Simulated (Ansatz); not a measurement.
Runs of Ansatz 0.2.0 on PtSe2 (Sudovikovite). Symmetry: P-3m1, No. 164, trigonal system. The conventional cell has a = 3.724 Å, b = 3.724 Å, c = 5.062 Å, α = 90.00°, β = 90.00°, γ = 120.00°. Pt (site symmetry -3m) has 6 Se at 2.49 Å as nearest neighbours. Around Se (site symmetry 3m) lie 3 Pt at 2.49 Å. 

| level | share of exact exchange | mesh quality | gap on the mesh (eV) | pressure (GPa) | largest force (eV/Å) |
| --- | --- | --- | --- | --- | --- |
| HSE06 form with a typed share of exact exchange | 0.35 | not flagged | 0.38 | 0.9 | 0.13 |
| HSE06 form with a typed share of exact exchange | 0.5 | not flagged | 0.69 | -1.6 | 0.37 |
| HSE06 form with a typed share of exact exchange | 0.15 | coarse | none | 4.5 | (b) |
| HSE06 | 0.25 | not flagged | 0.19 | (c) | (a) |
| HSE06 form with a typed share of exact exchange | 0 | coarse | none | 7.2 | 0.52 |
| HSE06 form with a typed share of exact exchange | 0.1 | coarse | none | 5.4 | 0.34 |

Alike in all rows: task single point; potentials or basis Ansatz PAW; no spin polarisation; cell as given; k mesh 5 × 5 × 3; cutoff (eV) 420; smearing fermi-dirac 0.05 eV.

Task: Fill in the values left out.

Result: (a) 0.05; (b) 0.25; (c) 2.7.

Caveats: some runs use coarse meshes; the PAW data sets come from PBE, with cores solved anew for the run's functional, which leaves a small shift of forces and pressure (some runs); the thresholds are loose for stress (some runs); odd divisions of the mesh miss points on the zone boundary, where band edges often lie, so the gap on the mesh can be too wide (some runs); spin-orbit coupling is left out, which moves the levels of the heavy elements (some runs); the PAW data sets were made with another functional, which shifts forces and pressure a little (some runs).

A k mesh can miss the band edges, and the runs leave out spin-orbit coupling on Pt, Se.

A gap of «none» marks a metal or a gap under the smearing width.
